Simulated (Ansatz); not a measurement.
Crystal: In2O3.

```xyz
10
Lattice="2.7435 1.5840 4.8367 -2.7435 1.5840 4.8367 0.0000 -3.1679 4.8367" Properties=species:S:1:pos:R:3 pbc="T T T"
In    0.0000    0.0000   12.4396
In    0.0000    0.0000    9.3254
In    0.0000    0.0000    2.0704
In    0.0000    0.0000    5.1846
O    -1.9259   -0.1679    6.0458
O     0.8176    1.7519    6.0458
O     1.1084   -1.5840    6.0458
O     1.9259    0.1679    8.4642
O    -0.8176   -1.7519    8.4642
O    -1.1084    1.5840    8.4642
```

| Item | Value |
| --- | --- |
| Program | Ansatz 0.2.0 |
| Task | relaxation of cell and atoms |
| Functional | PBE |
| Dispersion | D4 |
| Potentials or basis | Ansatz PAW |
| Cutoff | 420 eV (not typed: the program's choice for these potentials) |
| k mesh | 6 × 6 × 6 |
| Occupations | fermi-dirac, width 0.05 eV |
| Spin | no spin polarisation |

At the start: volume 12.61 Å³/atom.

**Question.** How do energy, volume and symmetry change on relaxing?

**Answer.** It ends after 8 steps and the volume is 12.97 Å³/atom (+2.8 %); space group R-3c (No. 167, to 0.05 Å).

The path:
```tsv
step	energy change (eV)	largest force (eV/Å)	volume (Å³)
1	0.0000	0.1090	126.11
2	-0.0406	0.0539	129.77
3	-0.0420	0.0270	129.54
4	-0.0424	0.0123	129.51
5	-0.0424	0.0059	129.51
6	-0.0594	0.0071	129.51
7	-0.0588	0.0005	129.68
8	-0.0597	0.0006	129.68
```

Final structure:
```
In O
1.0
     2.77306    1.60103    4.86808
    -2.77306    1.60103    4.86808
     0.00000   -3.20206    4.86808
In O
4 6
Direct
  0.85774 0.85774 0.85774
  0.64226 0.64226 0.64226
  0.14226 0.14226 0.14226
  0.35774 0.35774 0.35774
  0.04645 0.75000 0.45355
  0.75000 0.45355 0.04645
  0.45355 0.04645 0.75000
  0.95355 0.25000 0.54645
  0.25000 0.54645 0.95355
  0.54645 0.95355 0.25000
```

Caveat: the plane-wave basis is chosen anew once the cell has moved, so the energies of steps on either side of that aren't comparable; the pressure holds a Pulay correction of +0.7 GPa for the finite cutoff.
